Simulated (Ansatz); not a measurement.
Runs of Ansatz 0.2.0 on Re. Symmetry: P6_3/mmc, No. 194, hexagonal system. The conventional cell has a = 2.761 Å, b = 2.761 Å, c = 4.458 Å, α = 90.00°, β = 90.00°, γ = 120.00°. Re (site symmetry -6m2) is surrounded by 12 Re at 2.74 to 2.76 Å. 

```tsv
task	level	cell	k mesh	cutoff (eV)	pressure (GPa)	relaxed volume (Å³/atom)
relaxation of cell and atoms	LDA	relaxed	11 × 11 × 6	-	0.0	14.33
relaxation of cell and atoms	BLYP+D3(BJ)	relaxed	11 × 11 × 6	-	0.0	(b)
relaxation of cell and atoms	BLYP+D4	relaxed	11 × 11 × 6	-	0.0	(a)
relaxation of cell and atoms	PBEsol+D4	relaxed	11 × 11 × 6	-	0.0	14.40
relaxation of cell and atoms	revPBE	relaxed	11 × 11 × 6	-	0.0	15.07
```

Alike in all rows: potentials or basis all-electron LAPW, scalar-relativistic; no spin polarisation; smearing fermi-dirac 0.05 eV; basis error allowed 0.001 eV/atom.

Problem. Estimate the missing entries.

Solution. (a) 14.93; (b) 14.78.

Runs at the PBE level aren't shown here.
